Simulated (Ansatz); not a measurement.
Input for Ansatz (plane-wave DFT, PAW):

```yaml
crystal:
  lattice:
    - [11.6399647854, 0.0, 0.0]
    - [0.0, 3.2688377235, 3.4617258109]
    - [0.0, -3.2688377235, 3.4617258109]
  atoms:
    - { symbol: Sn, position: [0.150040723, 0.2346708897, 0.7346708897] }
    - { symbol: Sn, position: [0.849959277, 0.7346708897, 0.2346708897] }
    - { symbol: Te, position: [0.0887398157, 0.7893291103, 0.2893291103] }
    - { symbol: Te, position: [0.9112601843, 0.2893291103, 0.7893291103] }
basis:
  ecutwfc: 420
kpoints:
  mp_grid: { grid: [4, 6, 6] }
hamiltonian:
  xc: pbe
scf:
  occupations: { method: gaussian, width: 0.02 }
output:
  forces: true
  stress: true
  eigenvalues: true
  populations: true
```

Run as
```bash
ansatz run input.yaml --threads 1 --pin off --max-ram 1331MiB --backend cpu --events-out ev --progress --plain --runs-dir out
```

Computed with DFT PBE, scalar-relativistic, plane waves, PAW in Ansatz 0.2.0.

Abridged output (iterations and final results):

```
SCF iter   1: F=—  HF=-26008.760147 eV  |F-HF|=—  |Δ(HF+E_count)|=         —  Δρ=1.29e-3  dr2=8.35e-3  ethr=1.77e-3  ⟨swp⟩=9.1  Hψ=6563  notcnv=0
SCF iter   2: F=—  HF=-26008.759119 eV  |F-HF|=—  |Δ(HF+E_count)|=   1.03e-3  Δρ=6.47e-4  dr2=1.53e-3  ethr=1.39e-5  ⟨swp⟩=2.4  Hψ=2686  notcnv=0  defer=61
SCF iter   3: F=—  HF=-26008.759503 eV  |F-HF|=—  |Δ(HF+E_count)|=   3.85e-4  Δρ=2.99e-4  dr2=3.66e-4  ethr=2.56e-6  ⟨swp⟩=2.0  Hψ=2043  notcnv=0  defer=61
SCF iter   4: F=—  HF=-26008.759725 eV  |F-HF|=—  |Δ(HF+E_count)|=   2.21e-4  Δρ=6.95e-5  dr2=1.70e-5  ethr=6.11e-7  ⟨swp⟩=2.0  Hψ=1779  notcnv=0  defer=61
SCF iter   5: F=—  HF=-26008.759732 eV  |F-HF|=—  |Δ(HF+E_count)|=   7.81e-6  Δρ=2.20e-5  dr2=2.53e-6  ethr=2.84e-8  ⟨swp⟩=2.1  Hψ=2557  notcnv=0  defer=61
SCF iter   6: F=—  HF=-26008.759732 eV  |F-HF|=—  |Δ(HF+E_count)|=   1.94e-8  Δρ=7.65e-6  dr2=1.84e-7  ethr=4.21e-9  ⟨swp⟩=2.2  Hψ=2475  notcnv=0  defer=61
SCF iter   7: F=-26008.759732 eV  HF=-26008.759732 eV  |F-HF|=1.53e-10  |Δ(HF+E_count)|=   3.27e-8  Δρ=2.02e-6  dr2=8.88e-9  ethr=1.67e-10  ⟨swp⟩=10.6  Hψ=6292  notcnv=0
SCF 1 converged in 7 iterations: F = -26008.759732 eV  dr2 = 8.88e-9
SCF converged after 7 iterations
Free energy (F): -26008.759732 eV
Harris-Foulkes:  -26008.759732 eV  (|F-HF|=1.53e-10)
Internal energy: -26008.759732 eV  (E = F + TS)
E sigma→0 (E₀):  -26008.759732 eV
Fermi energy:    2.399457 eV
--- Per-component energies (eV) ---
  E_band       = -1121.065704
  E_kinetic    = 728.274473
  E_local      = -13241.942452  (includes V_loc(G=0)·N_el)
  E_nonlocal   = -686.032953
  E_hartree    = 6969.063844
  E_xc         = -1012.286713
  E_vxc        = -397.553724  (∫ρ·V_xc dr)
  E_paw        = -17591.969421  (= ΣΔE_a)
  E_vpaw       = -1461.943848  (= ΣTr[D̂ρ^β])
  E_aug_tail   = -0.000377  (compensation charges beyond the density's cutoff)
  E_ewald      = -1173.866134
  E_smearing   =  0.000000  (= −TS)
--- Forces (eV/Å), atoms counted from 1 ---
  atom   1  Sn     0.14004456     0.00000000    -0.29886306
  atom   2  Sn    -0.14004456     0.00000000    -0.29886306
  atom   3  Te     1.11498125     0.00000000     0.29886380
  atom   4  Te    -1.11498125     0.00000000     0.29886380
--- Stress (GPa, compression-positive) ---
        1.696165       0.000000       0.000000
        0.000000      -1.416255       0.000000
        0.000000       0.000000      -2.019352
  P = ⅓ Tr σ = -0.5798 GPa (-5.798 kbar)
--- Band table (eV; the first three rows and the last of 39) ---
  k-point 0: bands = ["-34.2713", "-34.2697", "-34.2527", "-34.2527", "-34.2515", "-34.2485", "-34.2103", "-34.2092", "-34.2082", "-34.2072", "-19.3588", "-19.3580", "-19.3554", "-19.3544", "-19.3136", "-19.3076", "-19.3000", "-19.2968", "-19.2962", "-19.2943", "-9.6352", "-7.9781", "-4.9004", "-2.8556", "-0.9852", "-0.8563", "-0.4757", "1.1100", "1.2372", "1.6134", "3.7732", "4.3106", "4.6314", "4.7280", "5.1639", "5.8394"]
  k-point 1: bands = ["-34.2712", "-34.2698", "-34.2527", "-34.2527", "-34.2513", "-34.2487", "-34.2102", "-34.2092", "-34.2082", "-34.2073", "-19.3581", "-19.3575", "-19.3558", "-19.3549", "-19.3130", "-19.3078", "-19.2999", "-19.2972", "-19.2960", "-19.2943", "-9.5129", "-8.0273", "-4.9958", "-3.1843", "-0.9287", "-0.6274", "-0.3689", "1.2171", "1.3963", "1.4166", "3.7417", "3.8738", "4.2322", "4.8926", "5.3065", "5.4421"]
  k-point 2: bands = ["-34.2709", "-34.2701", "-34.2527", "-34.2527", "-34.2507", "-34.2492", "-34.2099", "-34.2093", "-34.2081", "-34.2075", "-19.3569", "-19.3568", "-19.3561", "-19.3559", "-19.3116", "-19.3087", "-19.2994", "-19.2979", "-19.2954", "-19.2944", "-9.1702", "-8.2542", "-5.0154", "-3.9285", "-0.6043", "-0.1135", "0.0566", "0.8414", "1.0610", "1.7059", "3.0422", "3.6144", "4.1265", "4.5078", "4.7534", "5.4993"]
  k-point 38: bands = ["-34.2708", "-34.2702", "-34.2532", "-34.2521", "-34.2514", "-34.2485", "-34.2099", "-34.2089", "-34.2085", "-34.2073", "-19.3595", "-19.3593", "-19.3534", "-19.3533", "-19.3110", "-19.3076", "-19.3011", "-19.2972", "-19.2949", "-19.2946", "-8.5788", "-8.3635", "-4.3359", "-4.2221", "-2.1043", "-1.6659", "-0.4236", "-0.0980", "0.2771", "0.9045", "4.5433", "5.0394", "5.2233", "5.2584", "5.5476", "5.9748"]
--- Löwdin populations: 4 sites ---
  site symbol q [e]
     0     Sn     13.8232
     1     Sn     13.8232
     2     Te     16.1125
     3     Te     16.1125
  spilling = 0.002141 (of n_electrons = 60.000000)
```

The run converged.

 The cell holds layers, and where no dispersion correction was added their binding is poorly described.